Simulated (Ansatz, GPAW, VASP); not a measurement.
Cu: 3 runs at one level of theory

```
Cu
1.0
     0.00000    1.80750    1.80750
     1.80750    0.00000    1.80750
     1.80750    1.80750    0.00000
Cu
1
Direct
  0.00000 0.00000 0.00000
```

Alike in all runs: task single point; functional PBE; k mesh 13 × 13 × 13; occupations gaussian, width 0.016 eV; no spin polarisation; no spin-orbit coupling. Pressure is positive in compression and, in plane waves, holds the error of the finite cutoff.

| program and potentials | plane-wave cutoff (eV) | notes | pressure (GPa) |
| --- | --- | --- | --- |
| Ansatz, all-electron LAPW, scalar-relativistic | - | - | 1.65 |
| VASP, PBE PAW files Cu, 520 eV | 520 | - | ? |
| GPAW, GPAW PAW data sets (gpaw-data 1.2.1) | 600 | - | 3.07 |

Problem. Estimate from the other rows what the run with VASP, PBE PAW files Cu, 520 eV gave.

Solution. Pressure 2.23 GPa. The other rows, which needn't bracket it: pressure 1.65 to 3.07.
